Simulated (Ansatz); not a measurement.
Crystal: Hf.

```
Hf
1.0
     2.91381    0.00000    0.00000
     0.00000    2.91381    0.00000
     0.00000    0.00000    2.91381
Hf
1
Cartesian
  1.4569 1.4569 1.4569
```

The cell was built by a generator and needn't be a form met in nature.

```yaml
Program: Ansatz 0.2.0
Task: relaxation of cell and atoms
Functional: r2SCAN
Potentials_or_basis: Ansatz PAW
Cutoff: "500 eV (not typed: the program's choice for these potentials)"
k_mesh: 9 × 9 × 9
Occupations: fermi-dirac, width 0.05 eV
Spin: no spin polarisation
```

At the start: volume 24.74 Å³/atom.

Question: Where does the relaxation end?

Answer: It ends after 4 steps and the volume is 24.22 Å³/atom (-2.1 %); space group Pm-3m (No. 221, to 0.05 Å).

The path:
```tsv
step	energy change (eV)	largest force (eV/Å)	volume (Å³)
1	0.0000	0.0000	24.74
2	-0.0009	0.0000	23.79
3	-0.0027	0.0000	24.22
4	-0.0027	0.0000	24.22
```

Final structure:
```cif
data_structure
_symmetry_space_group_name_H-M 'P 1'
_symmetry_Int_Tables_number 1
_cell_length_a 2.8932
_cell_length_b 2.8932
_cell_length_c 2.8932
_cell_angle_alpha 90.000
_cell_angle_beta 90.000
_cell_angle_gamma 90.000
_cell_volume 24.22
loop_
_atom_site_label
_atom_site_type_symbol
_atom_site_fract_x
_atom_site_fract_y
_atom_site_fract_z
_atom_site_occupancy
Hf1 Hf 0.50000 0.50000 0.50000 1
```

Caveat: the plane-wave basis is chosen anew once the cell has moved, so the energies of steps on either side of that aren't comparable; the PAW data sets come from PBE, with cores solved anew for the run's functional, which leaves a small shift of forces and pressure.
